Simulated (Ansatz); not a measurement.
# As (Pm-3m) in Ansatz: notebook

Runs on As. Level: r2SCAN. Tasks: single point, equation of state.

Everything below comes from runs of Ansatz 0.2.0. Logs are shortened: lines on timing, memory, paths and dates and some standing lists are left out, and cuts for length are marked.

## Step 1: The structure

The structure is cubic, space group Pm-3m (No. 221). Conventional cell: a = 2.704 Å, b = 2.704 Å, c = 2.704 Å, α = 90.00°, β = 90.00°, γ = 90.00°. As (site symmetry m-3m) is surrounded by 6 As at 2.70 Å.

This isn't the form of As at room conditions, which is rhombohedral.

## Step 2: Single point, r2SCAN, 18.58 Å³/atom (volume scaled by 0.94)

Contents of input.yaml:

```yaml
crystal:
  lattice:
    - [2.6484890792, 0.0, 0.0]
    - [0.0, 2.6484890792, 0.0]
    - [0.0, 0.0, 2.6484890792]
  atoms:
    - { symbol: As, position: [0.5, 0.5, 0.5] }
hamiltonian:
  xc: r2scan
  pseudopotentials: { kind: paw }
kpoints:
  mp_grid: { grid: [10, 10, 10] }
scf:
  occupations: { method: fermi_dirac, width: 0.05 }
output:
  forces: true
  stress: true
  eigenvalues: true
  write_density: true
  write_potential: true
  elf: true
  volumetric_format: npy
```

Potentials or basis: Ansatz PAW.

Command:

```sh
$ ansatz run input.yaml --threads 2 --pin off --max-ram 5632MiB --backend cpu --events-out ev --progress --plain --runs-dir out
```

Log:

```text
Warning: RAYON_NUM_THREADS=2 ignored (pool sized by the plan → 2); use --threads N
Engine: ansatz 0.2.0, x86_64-unknown-linux-gnu
Pseudopotentials: kind: paw
Pseudopotential: As, paw, valence charge 15, recommended cutoff 500 eV (meta_gga), As.paw.azcp
Functional definition: r2SCAN
  parameter k0 = 0.174
  parameter k1 = 0.065
  parameter a1 = 4.9479
  exchange = r2scan_x(k0 = k0, k1 = k1, a1 = a1)
  correlation = r2scan_c
Crystal: 1 atoms, lattice volume = 18.578 Å³
Basis set: ecut = 500 eV, 461 PW (Γ), exchange–correlation on 80×80×80 points (64 copies of the dense FFT grid, shifted against one another)
Bands: 12, of which v1, the nominal top of the filled ones, is band 8 counted from 1 (7 counted from 0)
Symmetry: 48 space group operations
Space group: Pm-3m (ITA 221), of the structure as read, at distance tolerance 2.6e-5 Å
k-points: 56 of 1000
Non-local potential: As, projectors of the file, l = 0: 2, l = 1: 2, l = 2: 3, l = 3: 1
PAW form: soft (Blöchl's): semilocal exchange-correlation on the pseudo side does not see the compensation charge
PAW frozen core: As, regenerated for the run's functional (the file was generated under x = pbe(κ = 0.804, μ = 0.2195149727645171), c = pbe(β = 0.06672455060314922))
PAW one-centre angular grid: As, 590 points (default); XC on 160 Gauss nodes
Initial density: superposition of atomic densities (neutral atoms: chi_scale 0, normalization atom), corrected by the library's trained network
Initial wavefunctions: pseudopotential atomic-orbital guess
Functional: x = r2scan, c = r2scan; τ floored in thin density (d = 2e-4 eV/Å³)
SCF iter   1: F=—  HF=-4864.403604 eV  |F-HF|=—  |Δ(HF+E_count)|=         —  Δρ=3.91e-3  dr2=2.32e-3  dr2_τ=1.14e-3  ethr=1.77e-3  ⟨swp⟩=5.4  Hψ=4033  notcnv=0
preconditioner: auto → none  [insulator: Δε(μ)=0.231 eV  Ē_g=16.476 eV  σ=0.050 eV  W_gap=0.54  n_scr=6 (ndim 8)  ℏωp=19.3 eV  f_vac=0.000  D(μ)=0.20/eV (n_scr^D=0)  ε∞_Penn≈2.4]
SCF iter   2: F=—  HF=-4864.419396 eV  |F-HF|=—  |Δ(HF+E_count)|=   1.58e-2  Δρ=2.31e-3  dr2=7.40e-4  dr2_τ=1.16e-5  ethr=1.55e-5  ⟨swp⟩=2.0  Hψ=1769  notcnv=0  defer=23
SCF iter   3: F=—  HF=-4864.419742 eV  |F-HF|=—  |Δ(HF+E_count)|=   3.46e-4  Δρ=7.95e-4  dr2=7.84e-5  dr2_τ=1.89e-6  ethr=4.93e-6  ⟨swp⟩=1.2  Hψ=670  notcnv=0  defer=23
SCF iter   4: F=—  HF=-4864.419779 eV  |F-HF|=—  |Δ(HF+E_count)|=   3.75e-5  Δρ=3.98e-5  dr2=1.20e-7  dr2_τ=7.45e-9  ethr=5.22e-7  ⟨swp⟩=1.7  Hψ=726  notcnv=0  defer=23
iter 5 did not close the SCF: its close was put off for the readings that it lacked (scf_convergence_deferred on its scf_iter line)
SCF iter   5: F=-4864.419779 eV  HF=-4864.419779 eV  |F-HF|=1.02e-9  |Δ(HF+E_count)|=   6.61e-8  Δρ=2.00e-6  dr2=9.17e-10  dr2_τ=1.45e-11  ethr=8.01e-10  ⟨swp⟩=3.0  Hψ=1080  notcnv=0  defer=23
SCF iter   6: F=-4864.419779 eV  HF=-4864.419779 eV  |F-HF|=1.27e-11  |Δ(HF+E_count)|=  5.15e-10  Δρ=3.65e-7  dr2=2.55e-11  dr2_τ=3.16e-13  ethr=6.12e-12  ⟨swp⟩=5.2  Hψ=3186  notcnv=0
SCF 1 converged in 6 iterations: F = -4864.419779 eV  dr2 = 2.55e-11
SCF converged after 6 iterations
Free energy (F): -4864.419779 eV
Harris-Foulkes:  -4864.419779 eV  (|F-HF|=1.27e-11)
Internal energy: -4864.418293 eV  (E = F + TS)
E sigma→0 (E₀):  -4864.419036 eV
Entropy (-TS):   -0.001486 eV (-1.486 meV/atom)
Fermi energy:    12.645526 eV
--- Per-component energies (eV) ---
  E_band       = -211.765170
  E_kinetic    = 103.741890
  E_local      = -1492.997093  (includes V_loc(G=0)·N_el)
  E_nonlocal   = -669.928063
  E_hartree    = 853.875220
  E_xc         = -74.742072
  E_vxc        = -85.305055  (∫ρ·V_xc dr)
  E_paw        = -1847.465148  (= ΣΔE_a)
  E_vpaw       = 220.469736  (= ΣTr[D̂ρ^β])
  E_aug_tail   = -0.000006  (compensation charges beyond the density's cutoff)
  E_vtau       = 4.503152  (kinetic-family band-sum trace: ∫τ·v_τ [+ j·A + Jᵃ·Aᵃ] dr)
  E_ewald      = -1735.445614
  E_core_change = -1.457408  (= ΣΔE_core)
  E_smearing   = -0.001486  (= −TS)
  E_closure    = 0.000000  (closes the sum)
  Σ components = -4864.419779   (vs F -4864.419779, Δ=0.00e0)
--- Forces (eV/Å), atoms counted from 1 ---
  atom   1  As     0.00000000     0.00000000     0.00000000
  max |Σ_I F_I| component: 4.72e-32 eV/Å
--- Stress (GPa, compression-positive) ---
        6.256461       0.000000       0.000000
        0.000000       6.256461       0.000000
        0.000000       0.000000       6.256461
  P = ⅓ Tr σ = 6.2565 GPa (62.565 kbar)
--- Band table (eV; the first three rows and the last of 56) ---
  k-point 0: bands = ["-24.2544", "-24.2544", "-24.1113", "-24.1113", "-24.1113", "-3.6160", "17.2816", "17.2816", "17.2816", "21.7444", "21.7444", "24.9045"]
  k-point 1: bands = ["-24.2538", "-24.2429", "-24.1147", "-24.1147", "-24.1110", "-3.4107", "14.9793", "17.4662", "17.4662", "21.9265", "23.3831", "26.1208"]
  k-point 2: bands = ["-24.2523", "-24.2128", "-24.1237", "-24.1237", "-24.1103", "-2.8038", "11.5860", "17.9954", "17.9954", "22.4596", "24.5359", "29.8807"]
  k-point 55: bands = ["-24.1879", "-24.1879", "-24.1879", "-24.0606", "-24.0606", "8.2671", "10.5161", "10.5161", "10.5161", "18.9672", "18.9672", "18.9672"]
```

Run time: 7 s. Hardware: 2 threads of Intel Xeon at 2.50GHz (Skylake/Cascade Lake), shared host; peak memory 0.33 GiB.

Results:

```yaml
Free_energy: -4864.4198 eV
Pressure: 6.3 GPa
Band_gap_on_the_k_mesh: none (metal or under the smearing width)
```

Caveat: the PAW data sets come from PBE, with cores solved anew for the run's functional, which leaves a small shift of forces and pressure.

## Step 3: Single point, r2SCAN, 18.97 Å³/atom (volume scaled by 0.96)

Contents of input.yaml:

```yaml
crystal:
  lattice:
    - [2.6671410253, 0.0, 0.0]
    - [0.0, 2.6671410253, 0.0]
    - [0.0, 0.0, 2.6671410253]
  atoms:
    - { symbol: As, position: [0.5, 0.5, 0.5] }
hamiltonian:
  xc: r2scan
  pseudopotentials: { kind: paw }
kpoints:
  mp_grid: { grid: [10, 10, 10] }
scf:
  occupations: { method: fermi_dirac, width: 0.05 }
output:
  forces: true
  stress: true
  eigenvalues: true
```

Potentials or basis: Ansatz PAW.

Command:

```sh
$ ansatz run input.yaml --threads 2 --pin off --max-ram 5632MiB --backend cpu --events-out ev --progress --plain --runs-dir out
```

Wall time 6.9 s (2 threads of Intel Xeon at 2.50GHz (Skylake/Cascade Lake), shared host); peak memory 0.33 GiB.

Results (log left out):

```yaml
Free_energy: -4864.4322 eV
Pressure: 3.9 GPa
Band_gap_on_the_k_mesh: none (metal or under the smearing width)
```

Caveat: the PAW data sets come from PBE, with cores solved anew for the run's functional, which leaves a small shift of forces and pressure.

## Step 4: Single point, r2SCAN, 19.37 Å³/atom (volume scaled by 0.98)

input.yaml: that of step 3 with these lines changed.

```diff
@@ -2,5 +2,5 @@
   lattice:
-    - [2.6671410253, 0.0, 0.0]
-    - [0.0, 2.6671410253, 0.0]
-    - [0.0, 0.0, 2.6671410253]
+    - [2.6855356826, 0.0, 0.0]
+    - [0.0, 2.6855356826, 0.0]
+    - [0.0, 0.0, 2.6855356826]
   atoms:
```

Command:

```sh
$ ansatz run input.yaml --threads 2 --pin off --max-ram 5632MiB --backend cpu --events-out ev --progress --plain --runs-dir out
```

Wall time 6.3 s (2 threads of Intel Xeon at 2.50GHz (Skylake/Cascade Lake), shared host); peak memory 0.33 GiB.

Results (log left out):

```
Free energy            : -4864.4390 eV
Pressure               : 1.7 GPa
Band gap on the k mesh : none (metal or under the smearing width)
```

Caveat: the PAW data sets come from PBE, with cores solved anew for the run's functional, which leaves a small shift of forces and pressure.

## Step 5: Single point, r2SCAN, 19.76 Å³/atom

input.yaml: that of step 4 with these lines changed.

```diff
@@ -2,5 +2,5 @@
   lattice:
-    - [2.6855356826, 0.0, 0.0]
-    - [0.0, 2.6855356826, 0.0]
-    - [0.0, 0.0, 2.6855356826]
+    - [2.7036817444, 0.0, 0.0]
+    - [0.0, 2.7036817444, 0.0]
+    - [0.0, 0.0, 2.7036817444]
   atoms:
```

Command:

```sh
$ ansatz run input.yaml --threads 2 --pin off --max-ram 5632MiB --backend cpu --events-out ev --progress --plain --runs-dir out
```

Run time: 7.3 s. Hardware: 2 threads of Intel Xeon at 2.50GHz (Skylake/Cascade Lake), shared host; peak memory 0.33 GiB.

It converged, with:

```
Free energy            : -4864.4409 eV
Pressure               : -0.2 GPa
Band gap on the k mesh : none (metal or under the smearing width)
```

Caveat: the PAW data sets come from PBE, with cores solved anew for the run's functional, which leaves a small shift of forces and pressure.

## Step 6: Single point, r2SCAN, 20.16 Å³/atom (volume scaled by 1.02)

input.yaml: that of step 5 with these lines changed.

```diff
@@ -2,5 +2,5 @@
   lattice:
-    - [2.7036817444, 0.0, 0.0]
-    - [0.0, 2.7036817444, 0.0]
-    - [0.0, 0.0, 2.7036817444]
+    - [2.7215874433, 0.0, 0.0]
+    - [0.0, 2.7215874433, 0.0]
+    - [0.0, 0.0, 2.7215874433]
   atoms:
```

Potentials or basis: Ansatz PAW.

Command:

```sh
$ ansatz run input.yaml --threads 2 --pin off --max-ram 5632MiB --backend cpu --events-out ev --progress --plain --runs-dir out
```

It took 5.8 s on 2 threads of Intel Xeon at 2.50GHz (Skylake/Cascade Lake), shared host; peak memory 0.33 GiB.

It converged, with:

```yaml
Free_energy: -4864.4384 eV
Pressure: -1.8 GPa
Band_gap_on_the_k_mesh: none (metal or under the smearing width)
```

Caveat: the PAW data sets come from PBE, with cores solved anew for the run's functional, which leaves a small shift of forces and pressure.

## Step 7: Single point, r2SCAN, 20.55 Å³/atom (volume scaled by 1.04)

input.yaml: that of step 6 with these lines changed.

```diff
@@ -2,5 +2,5 @@
   lattice:
-    - [2.7215874433, 0.0, 0.0]
-    - [0.0, 2.7215874433, 0.0]
-    - [0.0, 0.0, 2.7215874433]
+    - [2.7392605843, 0.0, 0.0]
+    - [0.0, 2.7392605843, 0.0]
+    - [0.0, 0.0, 2.7392605843]
   atoms:
```

Command:

```sh
$ ansatz run input.yaml --threads 2 --pin off --max-ram 5632MiB --backend cpu --events-out ev --progress --plain --runs-dir out
```

Wall time 7.1 s (2 threads of Intel Xeon at 2.50GHz (Skylake/Cascade Lake), shared host); peak memory 0.34 GiB.

It converged, with:

| Quantity | Value |
| --- | --- |
| Free energy | -4864.4320 eV |
| Pressure | -3.3 GPa |
| Band gap on the k mesh | none (metal or under the smearing width) |

Caveat: the PAW data sets come from PBE, with cores solved anew for the run's functional, which leaves a small shift of forces and pressure.

## Step 8: Single point, r2SCAN, 20.95 Å³/atom (volume scaled by 1.06)

input.yaml: that of step 7 with these lines changed.

```diff
@@ -2,5 +2,5 @@
   lattice:
-    - [2.7392605843, 0.0, 0.0]
-    - [0.0, 2.7392605843, 0.0]
-    - [0.0, 0.0, 2.7392605843]
+    - [2.7567085743, 0.0, 0.0]
+    - [0.0, 2.7567085743, 0.0]
+    - [0.0, 0.0, 2.7567085743]
   atoms:
```

Command:

```sh
$ ansatz run input.yaml --threads 2 --pin off --max-ram 5632MiB --backend cpu --events-out ev --progress --plain --runs-dir out
```

Run time: 7.3 s. Hardware: 2 threads of Intel Xeon at 2.50GHz (Skylake/Cascade Lake), shared host; peak memory 0.36 GiB.

Results (log left out):

| Item | Value |
| --- | --- |
| Free energy | -4864.4221 eV |
| Pressure | -4.7 GPa |
| Band gap on the k mesh | none (metal or under the smearing width) |

Caveat: the PAW data sets come from PBE, with cores solved anew for the run's functional, which leaves a small shift of forces and pressure.

## Step 9: Equation of state, r2SCAN

Potentials or basis: Ansatz PAW.

No new run: the results of the series are fitted here.

Results:

```yaml
Equilibrium_volume: 19.73 Å³/atom
Bulk_modulus: 90 GPa
Pressure_derivative_of_the_bulk_modulus: 5.0
```

Energy against volume, from the lowest point:
```csv
volume (Å³/atom),energy (meV/atom)
18.578,21.14
18.973,8.72
19.368,1.87
19.764,0.00
20.159,2.52
20.554,8.93
20.949,18.80
```

Caveat: the PAW data sets were made with another functional, which shifts forces and pressure a little.
